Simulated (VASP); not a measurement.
# BAs (F-43m) in VASP: notebook

The runs below take BAs through band structure, Born charges and dielectric tensor, with PBE.

Everything below comes from runs of VASP 6.6.1. Logs are shortened: lines on timing, memory, paths and dates and some standing lists are left out, and cuts for length are marked.

## 1. Starting point

It takes space group F-43m (No. 216, cubic). Conventional cell: a = 4.955 Å, b = 4.955 Å, c = 4.955 Å, α = 90.00°, β = 90.00°, γ = 90.00°. B (site symmetry -43m) is surrounded by 4 As at 2.15 Å. Around As (site symmetry -43m) lie 4 B at 2.15 Å.

## 2. Band structure, PBE

Contents of INCAR:

```
SYSTEM = BAs
PREC = Accurate
ENCUT = 520
EDIFF = 1E-7
ISMEAR = 0
SIGMA = 0.02
LREAL = .False.
LASPH = .True.
NELM = 80
ALGO = Normal
ISIF = 2
LWAVE = .False.
LCHARG = .False.
GGA = PE
NBANDS = 11
```

Contents of KPOINTS:

```
regular mesh
0
Gamma
  2 2 2
  0 0 0
```

Contents of POSCAR:

```
BAs                                     
1.0
    0.0000000000      2.4776376138      2.4776376138
    2.4776376138      0.0000000000      2.4776376138
    2.4776376138      2.4776376138      0.0000000000
  B               As            
     1     1
Direct
     0.0000000000000000    0.0000000000000000    0.0000000000000000
     0.2500000000000000    0.2500000000000000    0.2500000000000000
```

Contents of KPOINTS_OPT:

```
path GXWKGLUWLK,UX
20
line-mode
reciprocal
 0.0000000000  0.0000000000  0.0000000000  G
 0.5000000000  0.0000000000  0.5000000000  X

 0.5000000000  0.0000000000  0.5000000000  X
 0.5000000000  0.2500000000  0.7500000000  W

 0.5000000000  0.2500000000  0.7500000000  W
 0.3750000000  0.3750000000  0.7500000000  K

 0.3750000000  0.3750000000  0.7500000000  K
 0.0000000000  0.0000000000  0.0000000000  G

 0.0000000000  0.0000000000  0.0000000000  G
 0.5000000000  0.5000000000  0.5000000000  L

 0.5000000000  0.5000000000  0.5000000000  L
 0.6250000000  0.2500000000  0.6250000000  U

 0.6250000000  0.2500000000  0.6250000000  U
 0.5000000000  0.2500000000  0.7500000000  W

 0.5000000000  0.2500000000  0.7500000000  W
 0.5000000000  0.5000000000  0.5000000000  L

 0.5000000000  0.5000000000  0.5000000000  L
 0.3750000000  0.3750000000  0.7500000000  K

 0.6250000000  0.2500000000  0.6250000000  U
 0.5000000000  0.0000000000  0.5000000000  X
```

Potentials or basis: VASP PAW PBE potentials, release 64 (B, As).

Run with:

```sh
$ cat potpaw_PBE.64/B/POTCAR potpaw_PBE.64/As/POTCAR > POTCAR
$ mpirun -np 1 vasp_std > vasp.out
```

OUTCAR:

```text
SYSTEM = BAs
   PREC = Accurate
   ENCUT = 520
   EDIFF = 1E-7
   ISMEAR = 0
   LREAL = .False.
   LASPH = .True.
   NELM = 80
   ISIF = 2
   GGA = PE

 ion  position               nearest neighbor table
   1  0.000  0.000  0.000-   2 2.15   2 2.15   2 2.15   2 2.15
   2  0.250  0.250  0.250-   1 2.15   1 2.15   1 2.15   1 2.15

  LATTYP: Found a face centered cubic cell.
 ALAT       =     4.9552752276

  Lattice vectors:

 A1 = (   0.0000000000,   2.4776376138,   2.4776376138)
 A2 = (   2.4776376138,   0.0000000000,   2.4776376138)
 A3 = (   2.4776376138,   2.4776376138,   0.0000000000)

Analysis of symmetry for initial positions (statically):
=====================================================================
 Subroutine PRICEL returns:
 Original cell was already a primitive cell.

 Routine SETGRP: Setting up the symmetry group for a
 face centered cubic supercell.

 Subroutine GETGRP returns: Found 24 space group operations
 (whereof 24 operations were pure point group operations)
 out of a pool of 48 trial point group operations.

The static configuration has the point symmetry T_d .

Analysis of symmetry for dynamics (positions and initial velocities):
=====================================================================
 Subroutine PRICEL returns:
 Original cell was already a primitive cell.

 Routine SETGRP: Setting up the symmetry group for a
 face centered cubic supercell.

 Subroutine GETGRP returns: Found 24 space group operations
 (whereof 24 operations were pure point group operations)
 out of a pool of 48 trial point group operations.

The dynamic configuration has the point symmetry T_d .

 Subroutine INISYM returns: Found 24 space group operations
 (whereof 24 operations are pure point group operations),
 and found     1 'primitive' translations

----------------------------------------------------------------------------------------

                                     Primitive cell

  volume of cell :      30.4189

  direct lattice vectors                    reciprocal lattice vectors
     0.000000000  2.477637614  2.477637614    -0.201805138  0.201805138  0.201805138
     2.477637614  0.000000000  2.477637614     0.201805138 -0.201805138  0.201805138
     2.477637614  2.477637614  0.000000000     0.201805138  0.201805138 -0.201805138

  length of vectors
     3.503908716  3.503908716  3.503908716     0.349536752  0.349536752  0.349536752

  position of ions in fractional coordinates (direct lattice)
     0.000000000  0.000000000  0.000000000
     0.250000000  0.250000000  0.250000000

  ion indices of the primitive-cell ions
   primitive index   ion index
                 1           1
                 2           2

----------------------------------------------------------------------------------------

 KPOINTS: regular mesh

Automatic generation of k-mesh.
 Grid dimensions read from file:
 generate k-points for:    2    2    2

 Generating k-lattice:

  Cartesian coordinates                     Fractional coordinates (reciprocal lattice)
    -0.100902569  0.100902569  0.100902569     0.500000000  0.000000000  0.000000000
     0.100902569 -0.100902569  0.100902569     0.000000000  0.500000000  0.000000000
     0.100902569  0.100902569 -0.100902569     0.000000000  0.000000000  0.500000000

  Length of vectors
     0.174768376  0.174768376  0.174768376

  Shift w.r.t. Gamma in fractional coordinates (k-lattice)
     0.000000000  0.000000000  0.000000000

 Subroutine IBZKPT returns following result:
 ===========================================

 Found      3 irreducible k-points:

 Following reciprocal coordinates:
            Coordinates               Weight
  0.000000  0.000000  0.000000      1.000000
  0.500000  0.000000  0.000000      4.000000
  0.500000  0.500000  0.000000      3.000000
   k-points           NKPTS =      3   k-points in BZ     NKDIM =      3   number of bands    NBANDS=     11
   number of dos      NEDOS =    301   number of ions     NIONS =      2
   total plane-waves  NPLWV =  21952
   dimension x,y,z NGX =    28 NGY =   28 NGZ =   28
   dimension x,y,z NGXF=    56 NGYF=   56 NGZF=   56
   ions per type =               1   1
   NGX,Y,Z   is equivalent  to a cutoff of  13.28, 13.28, 13.28 a.u.
   NGXF,Y,Z  is equivalent  to a cutoff of  26.57, 26.57, 26.57 a.u.
 SYSTEM =  BAs
   PREC   = accura    normal or accurate (medium, high low for compatibility)
   ISTART =      0    job   : 0-new  1-cont  2-samecut
   ICHARG =      2    charge: 1-file 2-atom 10-const
   ISPIN  =      1    spin polarized calculation?
   LNONCOLLINEAR =      F non collinear calculations
   LSORBIT =      F    spin-orbit coupling
   LASPH  =      T    aspherical Exc in radial PAW
   ENCUT  =  520.0 eV  38.22 Ry    6.18 a.u.   6.51  6.51  6.51*2*pi/ulx,y,z
   NELM   =     80;   NELMIN=  2; NELMDL= -5     # of ELM steps
   EDIFF  = 0.1E-06   stopping-criterion for ELM
   LREAL  =      F    real-space projection
   EDIFFG = 0.1E-05   stopping-criterion for IOM
   NSW    =      0    number of steps for IOM
   IBRION =     -1    ionic relax: 0-MD 1-quasi-New 2-CG
   NFREE  =      0    steps in history (QN), initial steepest desc. (CG)
   ISIF   =      2    stress and relaxation
   ISYM   =      2    0-nonsym 1-usesym 2-fastsym
   POTIM  = 0.5000    time-step for ionic-motion
   TEBEG  =    0.0;   TEEND  =   0.0 temperature during run
   PSTRESS=    0.0 pullay stress
   NELECT =       8.0000    total number of electrons
   NUPDOWN=      -1.0000    fix difference up-down
   EMIN   =  10.00;   EMAX   =-10.00  energy-range for DOS
   EFERMI =   0.00;   METHOD = LEGACY
   ISMEAR =     0;   SIGMA  =   0.02  broadening in eV -4-tet -1-fermi 0-gaus
   EFERMI_NEDOS =   21; number of points for ismear=-14 and -15
   IALGO  =     38    algorithm
   IMIX   =      4    mixing-type and parameters
     AMIX     =   0.40;   BMIX     =  1.00
     AMIX_MAG =   1.60;   BMIX_MAG =  1.00
  volume/ion in A,a.u.               =      15.21       102.64
  Fermi-wavevector in a.u.,A,eV,Ry     =   1.048875  1.982086 14.968295  1.100139
  Thomas-Fermi vector in A             =   2.183815
   LORBIT       =      0    0 simple, 1 ext, 2 COOP (PROOUT), +10 PAW based schemes
   GGA     = PE    functional components
   LHFCALC =     F    Hartree Fock is set to
   AEXX    =    0.0000 exact exchange contribution
   IVDW    =     0    specifies the selected vdW correction
   LEPSILON=     F    determine dielectric tensor
   LRPA    =     F    only Hartree local field effects (RPA)
 non-spin polarized calculation
 Gauss-broadening in eV      SIGMA  =   0.02
  energy-cutoff  :      520.00
  volume of cell :       30.42
 maximum number of plane-waves:       869
 NGX is ok and might be reduce to    28
   NGX = 13   NGY = 13   NGZ = 13

 number of electron       8.0000001 magnetization

 Free energy of the ion-electron system (eV)
  ---------------------------------------------------
  ext. energy  EPLUGINS =         0.00000000
  ---------------------------------------------------
  free energy    TOTEN  =        -8.64907004 eV

  energy without entropy =       -8.64907004  energy(sigma->0) =       -8.64907004

 E-fermi :   5.4243     XC(G=0):  -9.9273

 val. band max:        5.2761242843   @ k =   0.0000   0.0000   0.0000
 cond. band min:       6.7191857466   @ k =   0.5000   0.5000   0.0000
 fundamental gap:      1.4430614623
 Fermi energy:         5.4243480279

 k-point     1 :       0.0000    0.0000    0.0000
  band No.  band energies     occupation
      1      -9.2428      2.00000
      2       5.2761      2.00000
      3       5.2761      2.00000
      4       5.2761      2.00000
      5       8.3173      0.00000
      6       8.3173      0.00000
      7       8.3173      0.00000
      8       8.6546      0.00000
      9      14.3429      0.00000
     10      17.6143      0.00000
     11      17.6143      0.00000

 k-point     2 :       0.5000    0.0000    0.0000
  band No.  band energies     occupation
      1      -6.7405      2.00000
      2      -2.8227      2.00000
      3       3.6065      2.00000
      4       3.6065      2.00000
      5       7.3346      0.00000
      6       9.8067      0.00000
      7       9.8067      0.00000
      8      13.8515      0.00000
      9      17.2552      0.00000
     10      18.9597      0.00000
     11      18.9597      0.00000

 k-point     3 :       0.5000    0.5000    0.0000
  band No.  band energies     occupation
      1      -5.5954      2.00000
      2      -2.7089      2.00000
      3       1.5721      2.00000
      4       1.5721      2.00000
      5       6.7192      0.00000
      6       6.7269      0.00000
      7      15.6191      0.00000
      8      15.6191      0.00000
      9      17.2702      0.00000
     10      20.8495      0.00000
     11      22.1028      0.00000

------------------------ aborting loop because EDIFF is reached ----------------------------------------

  FORCE on cell =-STRESS in cart. coord.  units (eV):
  Direction    XX          YY          ZZ          XY          YZ          ZX
  --------------------------------------------------------------------------------------
  -------------------------------------------------------------------------------------
  Total       -0.0006621     -0.0006621     -0.0006621      0.0000000      0.0000000     -0.0000000
  in kB       -0.0348724     -0.0348724     -0.0348724      0.0000000      0.0000000     -0.0000000
  external PRESSURE =      -0.0348724 kB  Pullay stress =       0.0000000 kB

 VOLUME and BASIS-vectors are now :
 -----------------------------------------------------------------------------
  energy-cutoff  :      520.00
  volume of cell :       30.42
      direct lattice vectors                 reciprocal lattice vectors
     0.000000000  2.477637614  2.477637614    -0.201805138  0.201805138  0.201805138
     2.477637614  0.000000000  2.477637614     0.201805138 -0.201805138  0.201805138
     2.477637614  2.477637614  0.000000000     0.201805138  0.201805138 -0.201805138

 POSITION                                       TOTAL-FORCE (eV/Angst)
 -----------------------------------------------------------------------------------
      0.00000      0.00000      0.00000        -0.000000     -0.000000     -0.000000
      1.23882      1.23882      1.23882         0.000000      0.000000      0.000000
 -----------------------------------------------------------------------------------
    total drift:                                0.000000      0.000000      0.000000

  FREE ENERGIE OF THE ION-ELECTRON SYSTEM (eV)
  ---------------------------------------------------
  free  energy   TOTEN  =        -8.6490700391 eV

  energy  without entropy=       -8.6490700391  energy(sigma->0) =       -8.64907004
```

Run time: 25 s. Hardware: 1 thread of Intel Xeon Platinum 8259CL at 2.50GHz (Skylake/Cascade Lake), shared host; peak memory 0.15 GiB.

Results:

```yaml
Free_energy: -8.6491 eV
Pressure: 0.0 GPa
Band_gap_on_the_k_mesh: 1.44 eV, indirect (least direct gap 3.04 eV)
Band_gap_along_the_path: 1.19 eV, indirect (least direct gap 3.04 eV)
```

Levels at the corners of the path, in eV from the valence-band top:
| point | band 1 | band 2 | band 3 | band 4 | band 5 | band 6 | band 7 | band 8 |
| --- | --- | --- | --- | --- | --- | --- | --- | --- |
| Γ | -14.52 | 0.00 | 0.00 | 0.00 | 3.04 | 3.04 | 3.04 | 3.38 |
| X | -10.87 | -7.98 | -3.70 | -3.70 | 1.44 | 1.45 | 10.34 | 10.34 |
| X | -10.87 | -7.98 | -3.70 | -3.70 | 1.44 | 1.45 | 10.34 | 10.34 |
| W | -10.76 | -7.60 | -4.95 | -4.66 | 5.17 | 5.35 | 6.27 | 6.46 |
| W | -10.76 | -7.60 | -4.95 | -4.66 | 5.17 | 5.35 | 6.27 | 6.46 |
| K | -10.92 | -7.66 | -5.35 | -3.17 | 1.98 | 5.20 | 8.46 | 8.82 |
| K | -10.92 | -7.66 | -5.35 | -3.17 | 1.98 | 5.20 | 8.46 | 8.82 |
| Γ | -14.52 | 0.00 | 0.00 | 0.00 | 3.04 | 3.04 | 3.04 | 3.38 |
| Γ | -14.52 | 0.00 | 0.00 | 0.00 | 3.04 | 3.04 | 3.04 | 3.38 |
| L | -12.02 | -8.10 | -1.67 | -1.67 | 2.06 | 4.53 | 4.53 | 8.58 |
| L | -12.02 | -8.10 | -1.67 | -1.67 | 2.06 | 4.53 | 4.53 | 8.58 |
| U | -10.92 | -7.66 | -5.35 | -3.17 | 1.98 | 5.20 | 8.46 | 8.82 |
| U | -10.92 | -7.66 | -5.35 | -3.17 | 1.98 | 5.20 | 8.46 | 8.82 |
| W | -10.76 | -7.60 | -4.95 | -4.66 | 5.17 | 5.35 | 6.27 | 6.46 |
| W | -10.76 | -7.60 | -4.95 | -4.66 | 5.17 | 5.35 | 6.27 | 6.46 |
| L | -12.02 | -8.10 | -1.67 | -1.67 | 2.06 | 4.53 | 4.53 | 8.58 |
| L | -12.02 | -8.10 | -1.67 | -1.67 | 2.06 | 4.53 | 4.53 | 8.58 |
| K | -10.92 | -7.66 | -5.35 | -3.17 | 1.98 | 5.20 | 8.46 | 8.82 |
| U | -10.92 | -7.66 | -5.35 | -3.17 | 1.98 | 5.20 | 8.46 | 8.82 |
| X | -10.87 | -7.98 | -3.70 | -3.70 | 1.44 | 1.45 | 10.34 | 10.34 |

Caveat: the k mesh is coarse (spacing up to 1.10 Å⁻¹), so the values aren't converged; the mesh misses the band edges, which the band path finds closer together.

(Part 1 of 2 ends here.)
